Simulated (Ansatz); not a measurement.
# Ge: the cost of one run

Method: DFT r2SCAN, scalar-relativistic, plane waves, PAW, in Ansatz 0.2.0.

1 further run of the same task is left out (set aside as unsound or not needed). Runs told in other sessions of the task aren't counted.

**1. The system as given**

It takes space group P6_3/mmc (No. 194, hexagonal). The conventional cell has a = 4.003 Å, b = 4.003 Å, c = 13.153 Å, α = 90.00°, β = 90.00°, γ = 120.00°. Around Ge (site symmetry 3m) lie 4 Ge at 2.45 Å. Ge (site symmetry 3m) has 4 Ge at 2.45 to 2.48 Å in its first shell of neighbours.

As a file:

```
Ge
1.0
    -4.00346    0.00000    0.00000
    -2.00173   -3.46709    0.00000
     0.00000    0.00000   13.15265
Ge
8
Direct
  0.00000 0.00000 0.40684
  0.00000 0.00000 0.59316
  0.00000 0.00000 0.90684
  0.00000 0.00000 0.09316
  0.33333 0.33333 0.34412
  0.66667 0.66667 0.65588
  0.66667 0.66667 0.84412
  0.33333 0.33333 0.15588
```

It goes back to an entry of the Materials Project, which need not be the stable form.

This cell was relaxed beforehand with the same method: volume 22.82 Å³/atom, gap on the mesh 0.27 eV.

**2. Zero of energy**

Reference values: F = -34423.1882 eV; pressure -0.01 GPa; largest force 0.001 eV/Å; gap on the mesh 0.27 eV. It was computed beforehand with the settings of the runs below.

**3. Setting up a stacking-fault curve**

The cut lies on the cell's a–b face, a (0 0 1) plane of area 13.88 Å², between layers 2.48 Å apart (Ge below, Ge above); the cell is 13.2 Å thick. Vector c is tilted by f times 1·a + 0·b (length 4.003 Å) with the atoms' Cartesian places fixed: one unrelaxed fault per cell.

**4. At f = 0.200**

input.yaml reads:

```yaml
crystal:
  lattice:
    - [-4.0034553964, 0.0, 0.0]
    - [-2.0017276982, -3.4670940762, 0.0]
    - [-0.8006910793, 0.0, 13.1526505051]
  atoms:
    - { symbol: Ge, position: [-0.0313673032, 1.0, 0.1568365158] }
    - { symbol: Ge, position: [-0.0686326968, 0.0, 0.3431634842] }
    - { symbol: Ge, position: [-0.1313673032, 0.0, 0.6568365158] }
    - { symbol: Ge, position: [-0.1686326968, 1.0, 0.8431634842] }
    - { symbol: Ge, position: [0.3145100693, 0.3333333333, 0.09411632] }
    - { symbol: Ge, position: [0.5854899307, 0.6666666667, 0.40588368] }
    - { symbol: Ge, position: [0.5478434027, 0.6666666667, 0.59411632] }
    - { symbol: Ge, position: [0.1521565973, 0.3333333333, 0.90588368] }
basis:
  ecutwfc: 500
kpoints:
  mp_grid: { grid: [10, 10, 3] }
hamiltonian:
  xc: r2scan
scf:
  occupations: { method: gaussian, width: 0.03 }
output:
  forces: true
  stress: true
  eigenvalues: true
```

Command:

```bash
$ ansatz run input.yaml --threads 2 --pin off --max-ram 5120MiB --backend cpu --events-out ev --progress --plain --runs-dir out
```

Q: Estimate wall time and peak memory on 2 threads of Oxide Virtual Turin-like (Zen 5), shared host.

About 91 s, with a peak of 1.4 GiB.
